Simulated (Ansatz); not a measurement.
**GeO$_{2}$ in the rutile structure (space group P4_2/mnm, No. 136)**

Space group P4₂/mnm (No. 136); a = b = 4.428 Å, c = 2.884 Å, α = β = γ = 90.00°

| atom | site | symmetry | x | y | z |
|---|---|---|---|---|---|
| Ge | 2a | m.mm | 0.0000 | 0.0000 | 0.0000 |
| O | 4f | m.2m | 0.3063 | 0.3063 | 0.0000 |

All numbers come from PBEsol (Ansatz, a quantum-chemistry and plane-wave program, PAW, spin-orbit coupling left out). k-mesh 8×8×11 (Γ-centred); smearing 0.05 eV (Fermi–Dirac).

| Item | Result |
|---|---|
| Volume per atom | 9.43 Å³ |
| Density | 6.14 g/cm³ |
| Band gap | 1.57 eV, direct at Γ |
| Electron mass | 0.20 mₑ along c, 0.24 mₑ across |
| Hole mass | 1.9 mₑ along c, 1.1 mₑ across |
| Lowest conduction-band minima above the VBM | Γ 1.57 eV |
| Total energy | -1791.767 eV/atom (σ→0; compares only within this code and set-up) |

Masses are band curvatures over ±0.01 Å⁻¹ around the edge. Stability against distortions was not tested.
